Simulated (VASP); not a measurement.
# Pr (Im-3m) in VASP: notebook

Runs on Pr. Level: PBE. Tasks: single point.

Program: VASP 6.6.1. These are calculated values, not measurements. Logs are shortened: lines on timing, memory, paths and dates and some standing lists are left out, and cuts for length are marked.

## 1. The crystal as given

Symmetry: Im-3m, No. 229, cubic system. Conventional cell: a = 4.195 Å, b = 4.195 Å, c = 4.195 Å, α = 90.00°, β = 90.00°, γ = 90.00°. Pr (site symmetry m-3m) is surrounded by 8 Pr at 3.63 Å.

This isn't the form of Pr at room conditions, which is double hcp.

## 2. Single point, PBE, collinear spin, typed start (volume scaled by 1.06)

File INCAR:

```
ALGO     = Fast           # electronic algorithm
EDIFF    = 1E-6           # SCF threshold, eV
ENCUT    = 520            # plane-wave cutoff, eV
GGA      = PE             # functional
ISIF     = 2              # what is computed and relaxed
ISMEAR   = -1             # smearing method
ISPIN    = 2              # spin polarisation
LASPH    = True           # aspherical terms in the spheres
LCHARG   = True           # write CHGCAR
LELF     = True           # ELF
LMAXMIX  = 6              # l up to which the mixer works
LORBIT   = 11             # projections on sites
LREAL    = False          # projectors in reciprocal space
LVHAR    = True         
LWAVE    = False          # write WAVECAR
MAGMOM   = 2              # initial moments
NBANDS   = 16             # bands
NELM     = 150            # most SCF steps
PREC     = Accurate       # precision mode
SIGMA    = 0.05           # smearing width, eV
```

File KPOINTS:

```
k-points
0
Gamma
  9 9 9
```

File POSCAR:

```
Pr
1.0
   -2.1385075419      2.1385075419      2.1385075419
    2.1385075419     -2.1385075419      2.1385075419
    2.1385075419      2.1385075419     -2.1385075419
Pr
1
Direct
    0.0000000000      0.0000000000      0.0000000000
```

Potentials or basis: VASP PAW PBE potentials, release 64 (Pr).

Launch:

```sh
$ cat potpaw_PBE.64/Pr/POTCAR > POTCAR
$ mpirun -np 1 vasp_std > vasp.out
```

OUTCAR:

```text
EDIFF = 1E-6
   ENCUT = 520
   GGA = PE
   ISIF = 2
   ISMEAR = -1
   ISPIN = 2
   LASPH = True
   LORBIT = 11
   LREAL = False
   NELM = 150
   PREC = Accurate

 ion  position               nearest neighbor table
   1  0.000  0.000  0.000-

  LATTYP: Found a body centered cubic cell.
 ALAT       =     4.2770150838

  Lattice vectors:

 A1 = (  -2.1385075419,   2.1385075419,   2.1385075419)
 A2 = (   2.1385075419,  -2.1385075419,   2.1385075419)
 A3 = (   2.1385075419,   2.1385075419,  -2.1385075419)

Analysis of symmetry for initial positions (statically):
=====================================================================
 Subroutine PRICEL returns:
 Original cell was already a primitive cell.

 Routine SETGRP: Setting up the symmetry group for a
 body centered cubic supercell.

 Subroutine GETGRP returns: Found 48 space group operations
 (whereof 48 operations were pure point group operations)
 out of a pool of 48 trial point group operations.

The static configuration has the point symmetry O_h .

Analysis of symmetry for dynamics (positions and initial velocities):
=====================================================================
 Subroutine PRICEL returns:
 Original cell was already a primitive cell.

 Routine SETGRP: Setting up the symmetry group for a
 body centered cubic supercell.

 Subroutine GETGRP returns: Found 48 space group operations
 (whereof 48 operations were pure point group operations)
 out of a pool of 48 trial point group operations.

The dynamic configuration has the point symmetry O_h .

Analysis of structural, dynamic, and magnetic symmetry:
=====================================================================
 Subroutine PRICEL returns:
 Original cell was already a primitive cell.

 Routine SETGRP: Setting up the symmetry group for a
 body centered cubic supercell.

 Subroutine GETGRP returns: Found 48 space group operations
 (whereof 48 operations were pure point group operations)
 out of a pool of 48 trial point group operations.

The overall configuration has the point symmetry O_h .

 Subroutine INISYM returns: Found 48 space group operations
 (whereof 48 operations are pure point group operations),
 and found     1 'primitive' translations

----------------------------------------------------------------------------------------

                                     Primitive cell

  volume of cell :      39.1194

  direct lattice vectors                    reciprocal lattice vectors
    -2.138507542  2.138507542  2.138507542     0.000000000  0.233807920  0.233807920
     2.138507542 -2.138507542  2.138507542     0.233807920  0.000000000  0.233807920
     2.138507542  2.138507542 -2.138507542     0.233807920  0.233807920  0.000000000

  length of vectors
     3.704003715  3.704003715  3.704003715     0.330654331  0.330654331  0.330654331

  position of ions in fractional coordinates (direct lattice)
     0.000000000  0.000000000  0.000000000

  ion indices of the primitive-cell ions
   primitive index   ion index
                 1           1

----------------------------------------------------------------------------------------

 KPOINTS: k-points

Automatic generation of k-mesh.
 Grid dimensions read from file:
 generate k-points for:    9    9    9

 Generating k-lattice:

  Cartesian coordinates                     Fractional coordinates (reciprocal lattice)
     0.000000000  0.025978658  0.025978658     0.111111111  0.000000000  0.000000000
     0.025978658  0.000000000  0.025978658     0.000000000  0.111111111  0.000000000
     0.025978658  0.025978658  0.000000000     0.000000000  0.000000000  0.111111111

  Length of vectors
     0.036739370  0.036739370  0.036739370

  Shift w.r.t. Gamma in fractional coordinates (k-lattice)
     0.000000000  0.000000000  0.000000000

 Subroutine IBZKPT returns following result:
 ===========================================

 Found     35 irreducible k-points:

 Following reciprocal coordinates:
            Coordinates               Weight
  0.000000  0.000000  0.000000      1.000000
  0.111111  0.000000  0.000000     12.000000
  0.222222  0.000000  0.000000     12.000000
  0.333333  0.000000  0.000000     12.000000
  0.444444  0.000000  0.000000     12.000000
  0.111111  0.111111  0.000000     24.000000
[... 16 lines left out ...]
 -0.333333  0.444444  0.111111     48.000000
 -0.444444 -0.444444  0.111111     24.000000
 [... further k-points ...]
   k-points           NKPTS =     35   k-points in BZ     NKDIM =     35   number of bands    NBANDS=     16
   number of dos      NEDOS =    301   number of ions     NIONS =      1
   total plane-waves  NPLWV =  21952
   dimension x,y,z NGX =    28 NGY =   28 NGZ =   28
   dimension x,y,z NGXF=    56 NGYF=   56 NGZF=   56
   ions per type =               1
   NGX,Y,Z   is equivalent  to a cutoff of  12.57, 12.57, 12.57 a.u.
   NGXF,Y,Z  is equivalent  to a cutoff of  25.13, 25.13, 25.13 a.u.
 SYSTEM =  unknown system
   PREC   = accura    normal or accurate (medium, high low for compatibility)
   ISTART =      0    job   : 0-new  1-cont  2-samecut
   ICHARG =      2    charge: 1-file 2-atom 10-const
   ISPIN  =      2    spin polarized calculation?
   LNONCOLLINEAR =      F non collinear calculations
   LSORBIT =      F    spin-orbit coupling
   LASPH  =      T    aspherical Exc in radial PAW
   ENCUT  =  520.0 eV  38.22 Ry    6.18 a.u.   6.89  6.89  6.89*2*pi/ulx,y,z
   NELM   =    150;   NELMIN=  2; NELMDL= -5     # of ELM steps
   EDIFF  = 0.1E-05   stopping-criterion for ELM
   LREAL  =      F    real-space projection
   EDIFFG = 0.1E-04   stopping-criterion for IOM
   NSW    =      0    number of steps for IOM
   IBRION =     -1    ionic relax: 0-MD 1-quasi-New 2-CG
   NFREE  =      0    steps in history (QN), initial steepest desc. (CG)
   ISIF   =      2    stress and relaxation
   ISYM   =      2    0-nonsym 1-usesym 2-fastsym
   POTIM  = 0.5000    time-step for ionic-motion
   TEBEG  =    0.0;   TEEND  =   0.0 temperature during run
   PSTRESS=    0.0 pullay stress
   NELECT =      13.0000    total number of electrons
   NUPDOWN=      -1.0000    fix difference up-down
   EMIN   =  10.00;   EMAX   =-10.00  energy-range for DOS
   EFERMI =   0.00;   METHOD = LEGACY
   ISMEAR =    -1;   SIGMA  =   0.05  broadening in eV -4-tet -1-fermi 0-gaus
   EFERMI_NEDOS =   21; number of points for ismear=-14 and -15
   IALGO  =     68    algorithm
   IMIX   =      4    mixing-type and parameters
     AMIX     =   0.40;   BMIX     =  1.00
     AMIX_MAG =   1.60;   BMIX_MAG =  1.00
  volume/ion in A,a.u.               =      39.12       263.99
  Fermi-wavevector in a.u.,A,eV,Ry     =   1.133945  2.142845 17.494784  1.285830
  Thomas-Fermi vector in A             =   2.270648
   LORBIT       =     11    0 simple, 1 ext, 2 COOP (PROOUT), +10 PAW based schemes
   GGA     = PE    functional components
   LHFCALC =     F    Hartree Fock is set to
   AEXX    =    0.0000 exact exchange contribution
   IVDW    =     0    specifies the selected vdW correction
   LEPSILON=     F    determine dielectric tensor
   LRPA    =     F    only Hartree local field effects (RPA)
 spin polarized calculation
 RMM-DIIS sequential band-by-band and
  energy-cutoff  :      520.00
  volume of cell :       39.12
 maximum number of plane-waves:      1061
   NGX = 13   NGY = 13   NGZ = 13

 number of electron      12.9999992 magnetization       2.8129888

 Free energy of the ion-electron system (eV)
  ---------------------------------------------------
  ext. energy  EPLUGINS =         0.00000000
  ---------------------------------------------------
  free energy    TOTEN  =        -5.46410720 eV

  energy without entropy =       -5.42910840  energy(sigma->0) =       -5.44660780

 E-fermi :   5.1889     XC(G=0):  -9.3867

 val. band max:        5.1883424984   @ k =  -0.4444   0.4444   0.3333
 cond. band min:       5.1980175507   @ k =   0.4444   0.0000   0.0000
 fundamental gap:      0.0096750523
 Fermi energy:         5.1888677890

 spin component 1

 k-point     1 :       0.0000    0.0000    0.0000
  band No.  band energies     occupation
      1     -30.9279      1.00000
      2     -12.5100      1.00000
      3     -12.5100      1.00000
      4     -12.5100      1.00000
      5       1.3558      1.00000
      6       4.8195      0.99938
[... 8 lines left out ...]
     15       6.5922      0.00000
     16       8.6969      0.00000
[... 419 lines left out ...]
 k-point    24 :      -0.4444   -0.4444    0.1111
  band No.  band energies     occupation
      1     -30.8014      1.00000
      2     -13.3107      1.00000
      3     -12.9321      1.00000
      4     -12.6524      1.00000
      5       3.9666      1.00000
      6       4.8926      0.99734
[... 8 lines left out ...]
     15       8.0146      0.00000
     16       9.9894      0.00000

 [... further k-points ...]

 spin component 2

 k-point     1 :       0.0000    0.0000    0.0000
  band No.  band energies     occupation
      1     -29.8104      1.00000
      2     -11.6180      1.00000
      3     -11.6180      1.00000
      4     -11.6180      1.00000
      5       1.9514      1.00000
      6       6.9550      0.00000
[... 8 lines left out ...]
     15       7.2413      0.00000
     16       9.1247      0.00000
[... 419 lines left out ...]
 k-point    24 :      -0.4444   -0.4444    0.1111
  band No.  band energies     occupation
      1     -29.6753      1.00000
      2     -12.4570      1.00000
      3     -12.0589      1.00000
      4     -11.7684      1.00000
      5       4.5536      1.00000
      6       5.9270      0.00000
[... 8 lines left out ...]
     15       8.7470      0.00000
     16      10.6506      0.00000

 [... further k-points ...]

------------------------ aborting loop because EDIFF is reached ----------------------------------------

  FORCE on cell =-STRESS in cart. coord.  units (eV):
  Direction    XX          YY          ZZ          XY          YZ          ZX
  --------------------------------------------------------------------------------------
  -------------------------------------------------------------------------------------
  Total       -0.5745521     -0.5745521     -0.5745521      0.0000000      0.0000000      0.0000000
  in kB      -23.5313955    -23.5313955    -23.5313955      0.0000000      0.0000000      0.0000000
  external PRESSURE =     -23.5313955 kB  Pullay stress =       0.0000000 kB

 VOLUME and BASIS-vectors are now :
 -----------------------------------------------------------------------------
  energy-cutoff  :      520.00
  volume of cell :       39.12
      direct lattice vectors                 reciprocal lattice vectors
    -2.138507542  2.138507542  2.138507542     0.000000000  0.233807920  0.233807920
     2.138507542 -2.138507542  2.138507542     0.233807920  0.000000000  0.233807920
     2.138507542  2.138507542 -2.138507542     0.233807920  0.233807920  0.000000000

 POSITION                                       TOTAL-FORCE (eV/Angst)
 -----------------------------------------------------------------------------------
      0.00000      0.00000      0.00000        -0.000000      0.000000     -0.000000
 -----------------------------------------------------------------------------------
    total drift:                               -0.000000     -0.000000      0.000000

  FREE ENERGIE OF THE ION-ELECTRON SYSTEM (eV)
  ---------------------------------------------------
  free  energy   TOTEN  =        -5.4641071982 eV

  energy  without entropy=       -5.4291084004  energy(sigma->0) =       -5.44660780

 total charge

# of ion       s       p       d       f       tot
--------------------------------------------------
    1        1.996   5.297   0.492   2.219  10.005

 magnetization (x)

# of ion       s       p       d       f       tot
--------------------------------------------------
    1       -0.013  -0.027   0.130   2.191   2.281
```

Wall time 2.1 min (1 thread of Intel Xeon Platinum 8488C (Sapphire Rapids), shared host); peak memory 0.19 GiB.

Results:

```yaml
Free_energy: -5.4641 eV
Pressure: -2.4 GPa
Band_gap_on_the_k_mesh: none (metal or under the smearing width)
Net_moment: 2.81 μB per cell
Site_moments: Pr +2.28 μB
Valence_electrons_inside_the_program's_atomic_spheres: Pr 10.01
```

Levels at points of the mesh, in eV from the Fermi level:
Spin up:
| k point | band 6 | band 7 | band 8 | band 9 | band 10 | band 11 |
| --- | --- | --- | --- | --- | --- | --- |
| (0.00, 0.00, 0.00) | -0.37 | -0.37 | -0.37 | 0.68 | 0.68 | 0.68 |
Spin down:
| k point | band 1 | band 2 | band 3 | band 4 | band 5 | band 6 | band 7 | band 8 | band 9 | band 10 |
| --- | --- | --- | --- | --- | --- | --- | --- | --- | --- | --- |
| (0.00, 0.00, 0.00) | -35.00 | -16.81 | -16.81 | -16.81 | -3.24 | 1.77 | 1.77 | 1.77 | 1.84 | 1.84 |

Caveat: the magnetic or orbital state may not be the lowest; spin-orbit coupling is left out, which moves the levels of the heavy elements.

[end of part 1 of 2]
